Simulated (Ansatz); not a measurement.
Crystal: KBr.

```
Br K
1.0
     0.00000    3.30000    3.30000
     3.30000    0.00000    3.30000
     3.30000    3.30000    0.00000
Br K
1 1
Direct
  0.50000 0.50000 0.50000
  0.00000 0.00000 0.00000
```

Base run:

* Program: Ansatz 0.2.0
* Functional: HSE(alpha, omega)
* Potentials or basis: all-electron PAW datasets made for the crystal
* Cutoff: 220 eV (chosen from the basis error)
* k mesh: 4 × 4 × 4
* Occupations: fermi-dirac, width 0.05 eV
* Spin: no spin polarisation

Its results: band gap on the k mesh 5.63 eV, direct; pressure 0.5 GPa.

Question: The run is repeated on the same cell with these changes: screening of exact exchange from 0.2 1/A to 0.1 1/A. What comes out?

Answer: Band gap on the k mesh 5.95 eV, direct; pressure 0.4 GPa.

